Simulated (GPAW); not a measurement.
# TiO2 (Anatase) (I4_1/amd) in GPAW: single point with LDA+U

Aim: the single point of TiO2 (Anatase) with LDA+U.

All numbers are computed with GPAW 26.7.0; they aren't measurements. Logs are shortened: lines on timing, memory, paths and dates and some standing lists are left out, and cuts for length are marked. The log counts tension as positive stress, the text compression.

**1. Starting point**

The structure is tetragonal, space group I4_1/amd (No. 141). Conventional cell: a = 3.784 Å, b = 3.784 Å, c = 9.515 Å, α = 90.00°, β = 90.00°, γ = 90.00°. Ti (site symmetry -4m2) has 6 O at 1.93 to 1.98 Å as nearest neighbours. O (site symmetry 2mm) has 3 Ti at 1.93 to 1.98 Å as nearest neighbours.

**2. Single point, LDA+U**

run.py reads:

```python
from ase.dft.bandgap import bandgap
from ase.io import read, write
from ase.units import GPa
from gpaw import GPAW, PW

atoms = read('TiO2.xyz')

calc = GPAW(mode=PW(550),
            xc='LDA',
            kpts={'size': (8, 8, 8), 'gamma': True},
            occupations={'name': 'fermi-dirac', 'width': 0.05},
            setups={'Ti': ':d,7.0'},
            nbands=43,
            convergence={'density': 1e-05, 'energy': 1e-05},
            maxiter=80,
            txt='gpaw.txt')
atoms.calc = calc
energy = atoms.get_potential_energy()
forces = atoms.get_forces()
stress = atoms.get_stress()
calc.write('gs.gpw')
write('result.traj', atoms)
print(f'Energy: {energy:.6f} eV')
print('Forces (eV/A):')
print(forces.round(4))
print('Stress (GPa):', (stress / GPa).round(3))
print('Fermi level:', round(calc.get_fermi_level(), 4), 'eV')
print(f'Gap: {bandgap(calc)[0]:.4f} eV, direct: {bandgap(calc, direct=True)[0]:.4f} eV')
```

TiO2.xyz reads:

```xyz
6
Lattice="-1.8921000000 1.8921000000 4.7573000000 1.8921000000 -1.8921000000 4.7573000000 1.8921000000 1.8921000000 -4.7573000000" Properties=species:S:1:pos:R:3 pbc="T T T"
Ti     0.0000000000      1.8921000000      2.3786500000
Ti     0.0000000000      0.0000000000      0.0000000000
O      0.0000000000      0.0000000000      7.5346117400
O      0.0000000000      1.8921000000      0.3986617400
O      0.0000000000      1.8921000000      4.3586382600
O      0.0000000000      0.0000000000      1.9799882600
```

Potentials or basis: the program's PAW data sets (release 1.2.1) made for this functional, pw.

Started as:

```sh
> OMP_NUM_THREADS=1 python run.py
```

gpaw.txt:

```text
__  _  _
 | _ |_)|_||  |
 |__||  | ||/\| - 26.7.0

Input parameters:
  mode=PW(ecut=550.0),
  convergence={'density': 1e-05, 'energy': 1e-05},
  kpts=MonkhorstPack(size=(8, 8, 8), gamma=True),
  maxiter=80,
  nbands=43,
  occupations=Occupations(name='fermi-dirac', width=0.05),
  setups={'Ti': ':d,7.0'},
  xc=XC(name='LDA')

Diagonalizing LCAO Hamiltonian
Converting LCAO to pw mode

       O

         O

         Ti

       O O

       Ti

Atoms  # Å, Bohr magnetons
|   | symbol |        x |        y |        z |    initial magnetic moments |
|---|--------|----------|----------|----------|-----------------------------|
| 0 |     Ti | 0.000000 | 1.892100 | 2.378650 | ( 0.0000,  0.0000,  0.0000) |
| 1 |     Ti | 0.000000 | 0.000000 | 0.000000 | ( 0.0000,  0.0000,  0.0000) |
| 2 |      O | 0.000000 | 0.000000 | 7.534612 | ( 0.0000,  0.0000,  0.0000) |
| 3 |      O | 0.000000 | 1.892100 | 0.398662 | ( 0.0000,  0.0000,  0.0000) |
| 4 |      O | 0.000000 | 1.892100 | 4.358638 | ( 0.0000,  0.0000,  0.0000) |
| 5 |      O | 0.000000 | 0.000000 | 1.979988 | ( 0.0000,  0.0000,  0.0000) |

Unit cell  # Å
| periodic |         x |         y |         z |  lengths |     angles |
|----------|-----------|-----------|-----------|----------|------------|
|      yes | -1.892100 |  1.892100 |  4.757300 | 5.458204 | 139.434593 |
|      yes |  1.892100 | -1.892100 |  4.757300 | 5.458204 | 139.434593 |
|      yes |  1.892100 |  1.892100 | -4.757300 | 5.458204 |  58.712803 |

Number of symmetries: 8
Symmetry operations  # r_c * U_cc + t_c -> r_c
|   | kind |            matrix            |
|---|------|------------------------------|
| 0 |  σ   |  1, 1, 1,  0, 0,-1,  0,-1, 0 |
| 1 |  E   |  1, 0, 0,  0, 1, 0,  0, 0, 1 |
| 2 |  C2  |  0, 1, 0,  1, 0, 0, -1,-1,-1 |
| 3 |  S4  |  0, 0, 1, -1,-1,-1,  0, 1, 0 |
| 4 |  σ   |  0, 0,-1,  1, 1, 1, -1, 0, 0 |
| 5 |  C2  |  0,-1, 0, -1, 0, 0,  0, 0,-1 |
| 6 |  C2  | -1, 0, 0,  0,-1, 0,  1, 1, 1 |
| 7 |  S4  | -1,-1,-1,  0, 0, 1,  1, 0, 0 |

BZ-sampling:
  Number of BZ points: 512
  Number of IBZ points: 59

  Monkhorst-Pack size: [8, 8, 8]
  Monkhorst-Pack shift: [0.0625, 0.0625, 0.0625]

K-points  # in reciprocal-cell coordinates
|     |                                coordinates |     weight |
|-----|--------------------------------------------|------------|
|   0 | (  0.00000000,   0.00000000,   0.00000000) | 0.00195312 |
|   1 | (  0.12500000,  -0.12500000,   0.00000000) | 0.00781250 |
|   2 | (  0.12500000,  -0.12500000,   0.12500000) | 0.00781250 |
|   3 | (  0.12500000,   0.00000000,   0.00000000) | 0.01562500 |
|   4 | (  0.12500000,   0.12500000,  -0.12500000) | 0.00390625 |
|   5 | (  0.25000000,  -0.25000000,   0.00000000) | 0.00781250 |
|   6 | (  0.25000000,  -0.25000000,   0.12500000) | 0.01562500 |
|   7 | (  0.25000000,  -0.25000000,   0.25000000) | 0.00781250 |
|   8 | (  0.25000000,  -0.12500000,   0.00000000) | 0.03125000 |
|   9 | (  0.25000000,  -0.12500000,   0.12500000) | 0.01562500 |
| ... |                                            |            |
|  58 | (  0.50000000,   0.50000000,   0.50000000) | 0.00195312 |

Plane wave coefficients: 2018
Cutoff: 550.0 eV

Spin-components: 1 (collinear spins)
Bands:           43
Projectors:      32
Spin-degeneracy: 2
Datatype:        complex128

Density:
  Valence electrons: 48.0
  Components: 1
  Grid points: [30 30 30]
  Charge: 0.0  # |e|

Potential:
  Grid points: [30 30 30]

species:
  Ti:
    name:    Titanium
    Z:       22.0
    valence: 12
    core:    10
    charge:  0.0  # [|e|]
    Hubbard: {U: 7.0,  # eV
              l: 2,
              scale: True}
    compensation charges:
      type: gauss
      rc: 0.38  # [Å]
      lmax: 2
    cutoffs:
      filter: 2.23  # [Å]
      core: 1.02  # [Å]
    projectors
    | kind |    occ | energy [eV] | rcut [Å] |
    |------|--------|-------------|----------|
    |   3s |  2.000 |     -62.257 |    1.270 |
    |   4s |  2.000 |      -4.593 |    1.270 |
    |   3p |  6.000 |     -38.791 |    1.058 |
    |   4p |  0.000 |      -1.536 |    1.058 |
    |   3d |  2.000 |      -4.463 |    1.058 |
    |    d |        |      22.748 |    1.058 |

    Using partial waves for Ti as LCAO basis

  O:
    name:    Oxygen
    Z:       8.0
    valence: 6
    core:    2
    charge:  0.0  # [|e|]
    compensation charges:
      type: gauss
      rc: 0.21  # [Å]
      lmax: 2
    cutoffs:
      filter: 1.17  # [Å]
      core: 0.83  # [Å]
    projectors
    | kind |    occ | energy [eV] | rcut [Å] |
    |------|--------|-------------|----------|
    |   2s |  2.000 |     -23.752 |    0.688 |
    |   2p |  4.000 |      -9.195 |    0.598 |
    |    s |        |       3.459 |    0.688 |
    |    p |        |      18.016 |    0.598 |
    |    d |        |       0.000 |    0.619 |

    Using partial waves for O as LCAO basis

Reference energy: -54459.530392  # eV

eigensolver:
  PPCG
  Converge bands: occupied
  niter=2

density mixing:
  MSR1-Mixer
  Pratt-step length: 0.05
  Maximum mixing coefficient: 0.75
  Old densities: 10
  SVD Regularization: 0.005
  Good broyden scale: 1.0
  Trust region scale: 1.0
  Backstep threshold: 4.0
  History deletion threshold: 6.0
  Fourier metric: weight=20.0, sigma=0.015

occupation numbers:
  Fermi-Dirac:
    width: 0.0500  # eV

poisson solver:
  ecut: 4400.0  # eV

xc functional:
  name: None

convergence criteria:
- Maximum integral of absolute [dens]ity change: 1e-05 electrons / valence electron
- Maximum [total energy] change in last 3 cyles: 1e-05 eV / valence electron
- Maximum integral of absolute [eigenst]ate change: 4e-08 eV^2 / valence electron
maximum number of iterations: 80

SCF iterations
|iter     | |      energy | eigst |  dens |
|---------|-|-------------|-------|-------|
|iter:   1| |  -59.740139 | -0.20 |       |
|iter:   2| |  -56.277952 | -1.78 | -0.76 |
|iter:   3| |  -47.881207 | -0.51 | -0.81 |
|iter:   4| |  -47.554630 | -1.95 | -1.37 |
|iter:   5| |  -47.614631 | -2.41 | -1.67 |
|iter:   6| |  -47.566341 | -3.24 | -1.98 |
|iter:   7| |  -47.566578 | -3.82 | -2.62 |
|iter:   8| |  -47.567019 | -5.30 | -3.28 |
|iter:   9| |  -47.567072 | -6.38 | -3.62 |
|iter:  10| |  -47.567072c| -7.05 | -4.22 |
|iter:  11| |  -47.567073c| -7.81c| -4.63 |
|iter:  12| |  -47.567073c| -7.74c| -4.94 |
|iter:  13| |  -47.567073c| -8.62c| -5.93c|

Converged in 13 steps
Energy contributions relative to reference atoms: (reference = -54459.530392)

Energy contributions:
  Kinetic:          42.236500
  Coulomb:         -52.988020
  Zero:              0.959379
  External:          0.000000
  Xc:              -37.774931
  Entropy:          -0.000000
  Spinorbit:         0.000000
  ----------------------------
  Free energy:     -47.567073
  Extrapolated:    -47.567073

dipole moment: (-26.788023, -6.789670, 11.041630)  # |e|*Ang

Fermi level: 5.568
Eigenvalues  # (at kpt = [0.000, 0.000, 0.000])
| band index |      eig [eV] | occ [0-2] |
|------------|---------------|-----------|
|          0 |       -53.630 |     2.000 |
|        ... |               |           |
|         16 |         1.990 |     2.000 |
|         17 |         2.020 |     2.000 |
|         18 |         2.020 |     2.000 |
|         19 |         3.384 |     2.000 |
|         20 |         3.460 |     2.000 |
|         21 |         3.460 |     2.000 |
[... 8 lines left out ...]
|         30 |         9.681 |     0.000 |
|         31 |         9.957 |     0.000 |
|        ... |               |           |
|         42 |        21.843 |     0.000 |

Gap: 3.302 eV
Transition (v -> c):
  (s=0, k=15, n=23, [0.38, -0.38, 0.00]) -> (s=0, k=0, n=24, [0.00, 0.00, 0.00])
Direct/indirect transitions are different
Direct gap: 3.680 eV
Transition at: (s=0, k=13, n=23, [0.25, 0.25, -0.25])

Forces  # eV/Ang
|       x |       y |        z |
|---------|---------|----------|
| 0.00000 | 0.00000 |  0.00000 |  # Ti   0
| 0.00000 | 0.00000 |  0.00000 |  # Ti   1
| 0.00000 | 0.00000 |  0.01439 |  # O    2
| 0.00000 | 0.00000 |  0.01436 |  # O    3
| 0.00000 | 0.00000 | -0.01436 |  # O    4
| 0.00000 | 0.00000 | -0.01439 |  # O    5

Stress tensor  # eV/Ang^3
|         x |         y |        z |
|-----------|-----------|----------|
|  0.048308 | -0.000000 | 0.000000 |
| -0.000000 |  0.048308 | 0.000000 |
|  0.000000 |  0.000000 | 0.059542 |

# Writing to gs.gpw (mode='')
```

Run time: 3.4 min. Hardware: 1 thread of Arm Neoverse V1, shared host; peak memory 0.29 GiB.

These settings aren't checked as converged: the numbers below hold their error.

What came out:

```
Free energy            : -47.5671 eV
Pressure               : -8.3 GPa
Largest force          : 0.014 eV/Å
Band gap on the k mesh : 3.30 eV, indirect (least direct gap 3.68 eV)
```

Caveat: the cutoff is short for stress and forces, so pressures can be off by a GPa or more.
